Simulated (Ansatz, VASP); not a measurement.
## One calculation of La, two programs

```
La
1.0
    -2.10958    2.10958    2.10958
     2.10958   -2.10958    2.10958
     2.10958    2.10958   -2.10958
La
1
Direct
  0.00000 0.00000 0.00000
```

Change from the starting cell: volume scaled by 0.98.

Alike in both runs: task single point; functional PBE; k mesh 9 × 9 × 9; occupations fermi-dirac, width 0.05 eV; no spin polarisation.

|  | VASP | Ansatz |
| --- | --- | --- |
| version | VASP 6.6.1 | Ansatz 0.2.0 |
| potentials or method | VASP PAW PBE potentials, release 64 (La) | Ansatz PAW |
| plane-wave cutoff (eV) | 520 | 420 |
| valence electrons in the cell | 11 | 11 |

|  | VASP | Ansatz | Ansatz less VASP |
| --- | --- | --- | --- |
| gap on the k mesh at the Fermi level (eV) | none | none | - |
| pressure (GPa) | 0.0 | 0.0 | -0.05 |

A gap of «none» marks a metal or a gap that the smearing closes.

Spin-orbit coupling is left out, which matters for the levels of La.
